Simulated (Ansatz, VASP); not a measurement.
## GaP: VASP beside Ansatz

The input INCAR:

```
PREC = Accurate
ENCUT = 520
EDIFF = 1E-7
ISMEAR = 0
SIGMA = 0.02
LREAL = F
LASPH = T
NELM = 100
ALGO = Normal
ISIF = 2
LWAVE = F
LCHARG = F
NBANDS = 16
```

The input KPOINTS:

```
regular mesh
0
Gamma
  10 10 10
```

POSCAR

```
GaP
1.0
    0.0000000000      2.6957342107      2.6957342107
    2.6957342107      0.0000000000      2.6957342107
    2.6957342107      2.6957342107      0.0000000000
Ga P
1 1
Direct
    0.0000000000      0.0000000000      0.0000000000
    0.2500000000      0.2500000000      0.2500000000
```

Input for Ansatz:

```yaml
crystal:
  lattice:
    - [0.0, 2.6957342107, 2.6957342107]
    - [2.6957342107, 0.0, 2.6957342107]
    - [2.6957342107, 2.6957342107, 0.0]
  atoms:
    - { symbol: Ga, position: [0.0, 0.0, 0.0] }
    - { symbol: P, position: [0.25, 0.25, 0.25] }
basis:
  ecutwfc: 420
kpoints:
  mp_grid: { grid: [10, 10, 10] }
  band_path:
    path:
      - [[0.0, 0.0, 0.0], [-0.5, -0.5, 0.0], [-0.375, -0.375, 0.25]]
      - [[-0.375, 0.0, 0.375], [0.0, 0.0, 0.0], [0.0, 0.0, 0.5], [-0.5, -0.25, 0.25], [-0.5, -0.5, 0.0]]
    npoints: 10
hamiltonian:
  xc: lda
  pseudopotentials: { kind: paw, azcp: { folder: soft_1 } }
scf:
  occupations: { method: gaussian, width: 0.02 }
  n_extra_bands: 7
output:
  forces: true
  stress: true
  eigenvalues: true
```

Alike in both runs: task single point; functional LDA; k mesh 10 × 10 × 10; occupations gaussian, width 0.02 eV; no spin polarisation.

```csv
,VASP,Ansatz
version,VASP 6.6.1,Ansatz 0.2.0
potentials or method,"VASP PAW LDA potentials, release 64 (Ga_d, P)","scalar-relativistic, plane waves, PAW"
plane-wave cutoff (eV),520,420
valence electrons in the cell,18,18
```

```tsv
	VASP	Ansatz	Ansatz less VASP
gap on the k mesh at the Fermi level (eV)	1.40	1.40	-0.001
least direct gap on the mesh (eV)	1.91	1.88	-0.029
pressure (GPa)	0.1	0.0	-0.12
```

Ansatz warned: «pseudo_functional_mismatch».

A k mesh can miss the band edges. LDA gaps usually lie below the measured ones, often by a third to a half.
